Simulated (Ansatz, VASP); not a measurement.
# One calculation of Pt, two programs

```xyz
4
Lattice="2.7779 0.0000 0.0000 -1.3890 2.4058 0.0000 0.0000 0.0000 23.8045" Properties=species:S:1:pos:R:3 pbc="T T T"
Pt    1.3890    0.8019    8.5000
Pt    0.0000    1.6038   10.7682
Pt    0.0000    0.0000   13.0212
Pt    1.3890    0.8019   15.3154
```

Alike in both runs: functional PBE; dispersion D3(BJ); k mesh 12 × 12 × 1; occupations gaussian, width 0.1 eV; no spin polarisation.

Ansatz relaxed the structure, and its values are those at the end. VASP's run is a single point on that final structure, the one shown.

|  | VASP | Ansatz |
| --- | --- | --- |
| version | VASP 6.6.1 | Ansatz 0.2.0 |
| potentials or method | VASP PAW PBE potentials, release 64 (Pt) | scalar-relativistic, plane waves, PAW |
| plane-wave cutoff (eV) | 520 | 420 |
| valence electrons in the cell | 40 | 72 |

Ansatz gave:

```
gap on the k mesh at the Fermi level (eV)  : none
rms of the force components (eV/Å)         : 0.077
work function, face that differs most (eV) : 5.69
```

Task: Which values does VASP return?

Result: gap on the k mesh at the Fermi level (eV): none; rms of the force components (eV/Å): 0.073; work function, face that differs most (eV): 5.70.

A gap of «none» marks a metal or a gap that the smearing closes. The two sets of potentials don't hold the same shells in valence. Ansatz warned: «xc_potential_rough_in_thin_density».

The runs have no spin-orbit coupling, so splittings on Pt are missing.
